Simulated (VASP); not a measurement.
# InSe, vacuum levels of a slab or layer: which settings are enough?

InSe, sheet, 4 atoms in the cell. R2SCAN; PAW potentials Se, In_d (PBE set). VASP 6.6.1.

Wanted: face levels within 0.03 eV; gap on the mesh within 0.02 eV; energy within 2 meV/atom.

In-plane mesh in multiples of three: yes; Dipole correction: yes; Starting cell: layer relaxed first with the same functional.

Face levels: vacuum level at each face, counted from the middle of the gap.

POSCAR of the starting run:
```
InSe
1.0
    4.0356570250      0.0000000000      0.0000000000
    2.0178285124      3.4949815046      0.0000000000
    0.0000000000      0.0000000000     20.3293479684
Se In
2 2
Direct
    0.0000000000      0.0000000000      0.6310752312
    0.0000000000      0.0000000000      0.3689247688
    0.6666666667      0.6666666667      0.4311841580
    0.6666666667      0.6666666667      0.5688099874
```

The series start from vacuum (Å): 15; correction: LDIPOL, IDIPOL 3, DIPOL, AMIN 0.01; k spacing (1/Å): 0.25; Smearing SIGMA (eV): 0.05; Cutoff ENCUT (eV): 310; SCF threshold EDIFF (eV): 1e-6; PREC: Accurate; ALGO: Normal. Each series keeps the choices made before it, and each single choice may use up half of a tolerance.

## Vacuum (Å)

| Vacuum (Å) | Face levels, largest deviation (eV) | Gap on the mesh (eV) | Energy less reference (meV/atom) | SCF iterations | Time (s) |
|---|---|---|---|---|---|
| 5 | 0.016 | 2.182 | -8.2 | 25 | 17 |
| 7 | 0.004 | 1.978 | -0.4 | 27 | 21 |
| 9 | 0.010 | 1.951 | 0.1 | 38 | 32 |
| 12 | 0.004 | 1.948 | 0.0 | 68 | 70 |
| 15 (reference) | 0.000 | 1.949 | 0.0 | 115 | 139 |
| 20 | no result | no result | no result | 120 | 192 |
| 25 | no result | no result | no result | 120 | 240 |

Chosen: 9, the loosest value from which every tighter one stays within half of the tolerance (runs without a result left aside).

## Correction

| Correction | Face levels, largest deviation (eV) | Gap on the mesh (eV) | Energy less reference (meV/atom) | SCF iterations | Time (s) |
|---|---|---|---|---|---|
| LDIPOL, IDIPOL 3, DIPOL, AMIN 0.01 | 0.000 | 1.951 | 0.0 | 38 | 32 |
| LDIPOL, default AMIN | 0.002 | 1.952 | 0.0 | 37 | 36 |
| LDIPOL, no DIPOL | no result | no result | no result | 120 | 116 |
| IDIPOL 3 alone (energy only) | 0.012 | 1.951 | 0.0 | 43 | 39 |
| kernel truncation, coarsened | 0.055 | 1.951 | -0.3 | 35 | 36 |
| kernel truncation, full padding | 0.008 | 1.952 | -0.4 | 44 | 50 |

Chosen: LDIPOL, IDIPOL 3, DIPOL, AMIN 0.01; no other choice that stays within half of the tolerance saves 30 % of the time.

## k spacing (1/Å)

| k spacing (1/Å) | Face levels, largest deviation (eV) | Gap on the mesh (eV) | Energy less reference (meV/atom) | SCF iterations | Time (s) |
|---|---|---|---|---|---|
| 0.8 | 0.038 | 2.003 | 75.0 | 40 | 15 |
| 0.55 | 0.003 | 1.950 | 1.2 | 41 | 30 |
| 0.35 | 0.003 | 1.950 | 1.2 | 41 | 30 |
| 0.25 | 0.001 | 1.951 | 0.1 | 38 | 32 |
| 0.18 | 0.001 | 1.944 | 0.0 | 41 | 48 |
| 0.13 (reference) | 0.000 | 1.947 | 0.0 | 53 | 76 |

Chosen: 0.25, the loosest value from which every tighter one stays within half of the tolerance.

## Smearing SIGMA (eV)

| Smearing SIGMA (eV) | Face levels, largest deviation (eV) | Gap on the mesh (eV) | Energy less reference (meV/atom) | SCF iterations | Time (s) |
|---|---|---|---|---|---|
| 0.2 | 0.000 | 1.951 | 0.0 | 38 | 32 |
| 0.1 | 0.000 | 1.951 | 0.0 | 38 | 33 |
| 0.05 | 0.000 | 1.951 | 0.0 | 38 | 32 |
| 0.02 (reference) | 0.000 | 1.951 | 0.0 | 38 | 35 |

Chosen: 0.2.

## Cutoff ENCUT (eV)

| Cutoff ENCUT (eV) | Face levels, largest deviation (eV) | Gap on the mesh (eV) | Energy less reference (meV/atom) | SCF iterations | Time (s) |
|---|---|---|---|---|---|
| 190 | 0.002 | 1.937 | 138.4 | 47 | 26 |
| 240 | 0.000 | 1.950 | 3.8 | 37 | 27 |
| 280 | 0.001 | 1.951 | 2.4 | 42 | 37 |
| 310 | 0.000 | 1.951 | 2.1 | 38 | 32 |
| 360 | 0.001 | 1.953 | 1.5 | 40 | 66 |
| 430 (reference) | 0.000 | 1.954 | 0.0 | 39 | 60 |

Chosen: 430; the next looser run is off by more than half of the tolerance, so convergence isn't shown beyond this value.

## SCF threshold EDIFF (eV)

| SCF threshold EDIFF (eV) | Face levels, largest deviation (eV) | Gap on the mesh (eV) | Energy less reference (meV/atom) | SCF iterations | Time (s) |
|---|---|---|---|---|---|
| 0.001 | 0.086 | 1.946 | 21.3 | 18 | 28 |
| 0.0001 | 0.063 | 1.953 | 0.3 | 21 | 33 |
| 1e-5 | 0.000 | 1.954 | 0.0 | 36 | 55 |
| 1e-6 | 0.000 | 1.954 | 0.0 | 39 | 60 |
| 1e-7 (reference) | 0.000 | 1.954 | 0.0 | 44 | 66 |

Chosen: 1e-5.

## PREC

| PREC | Face levels, largest deviation (eV) | Gap on the mesh (eV) | Energy less reference (meV/atom) | SCF iterations | Time (s) |
|---|---|---|---|---|---|
| Accurate | 0.000 | 1.954 | 0.0 | 36 | 55 |
| Normal | 0.002 | 1.954 | 0.2 | 34 | 27 |

Chosen: Normal, the fastest of those that stay within half of the tolerance.

## ALGO

| ALGO | Face levels, largest deviation (eV) | Gap on the mesh (eV) | Energy less reference (meV/atom) | SCF iterations | Time (s) |
|---|---|---|---|---|---|
| Normal | 0.000 | 1.954 | 0.0 | 34 | 27 |
| Fast | 0.000 | 1.954 | 0.0 | 34 | 34 |
| All | 0.001 | 1.953 | 0.0 | 18 | 20 |

Chosen: Normal.

The choices weren't compared together with a run at all the tightest settings, so their joint error isn't shown.

## The input

INCAR:
```
SYSTEM = InSe
ALGO     = Normal         ! electronic algorithm
AMIN     = 0.01         
DIPOL    = 0.5 0.5 0.5  
EDIFF    = 1E-5           ! SCF threshold, eV
ENCUT    = 430            ! plane-wave cutoff, eV
IDIPOL   = 3            
ISMEAR   = 0              ! smearing method
KPAR     = 4            
LASPH    = .True.         ! aspherical terms in the spheres
LCHARG   = .False.        ! write CHGCAR
LDIPOL   = .True.       
LMIXTAU  = .True.       
LREAL    = .False.        ! projectors in reciprocal space
LVACPOTAV= .True.       
LVHAR    = .True.       
LWAVE    = .False.        ! write WAVECAR
METAGGA  = R2SCAN         ! meta-GGA
NELM     = 120            ! most SCF steps
PREC     = Normal         ! precision mode
SIGMA    = 0.2            ! smearing width, eV
```

KPOINTS:
```
Automatic mesh
0
Gamma
  9 9 1
  0 0 0
```

POSCAR:
```
InSe
1.0
    4.0356570250      0.0000000000      0.0000000000
    2.0178285124      3.4949815046      0.0000000000
    0.0000000000      0.0000000000     14.3293479684
Se In
2 2
Direct
    0.0000000000      0.0000000000      0.6859591930
    0.0000000000      0.0000000000      0.3140408070
    0.6666666667      0.6666666667      0.4023695145
    0.6666666667      0.6666666667      0.5976221794
```

Commands:
```
cat potpaw_PBE.64/Se/POTCAR potpaw_PBE.64/In_d/POTCAR > POTCAR
mpirun -np 4 vasp_std > vasp.out
```

The chosen input took VASP 6.6.1 27 s on 4 cores (Intel Xeon 6975P-C (Granite Rapids)), a shared host.

## An input that fails: vacuum far too thin

It runs to its end, but against the unchanged starting input it is off by 3.288 eV in the face levels, 1.042 eV in the gap on the mesh, 331.8 meV/atom in the energy.

Vacuum (Å): 15 becomes 2.5.

Changes against the starting input:
```
(POSCAR)
-    0.0000000000      0.0000000000     20.3293479684
+    0.0000000000      0.0000000000      7.8293479684
-    0.0000000000      0.0000000000      0.6310752312
-    0.0000000000      0.0000000000      0.3689247688
-    0.6666666667      0.6666666667      0.4311841580
-    0.6666666667      0.6666666667      0.5688099874
+    0.0000000000      0.0000000000      0.8403443039
+    0.0000000000      0.0000000000      0.1596556961
+    0.6666666667      0.6666666667      0.3213157463
+    0.6666666667      0.6666666667      0.6786690519
```
